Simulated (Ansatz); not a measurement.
**Zn, diamond: how the functional moves the structure**

All rows: Ansatz, plane waves with scalar-relativistic PAW, 420 eV (500 eV for the SCAN forms), relaxed under each functional, no dispersion correction, no zero-point motion. B₀ comes from uniform scaling at fixed shape; a dash is a value not given.

| functional | V (Å³/atom) | cell | B₀ (GPa) | magnetic state | ΔE to hcp (meV/atom) |
| --- | --- | --- | --- | --- | --- |
| PBE | 24.70 | a = 5.825 Å | 26 | spin not included | 470 |
| r²SCAN | 22.99 | a = 5.687 Å | 35 | spin not included | 565 |
| LDA | 21.36 | a = 5.549 Å | 43 | spin not included | 620 |
| revPBE | 26.08 | a = 5.931 Å | 20 | spin not included | 427 |
| RPBE | 26.63 | a = 5.973 Å | 18 | spin not included | 409 |
| BLYP | 27.77 | a = 6.057 Å | 16 | spin not included | 150 |

(1) What does PBEsol give?

Answers

(1) V (Å³/atom): 22.58; cell: a = 5.653 Å; B₀ (GPa): 36; magnetic state: spin not included; ΔE to hcp (meV/atom): 608.
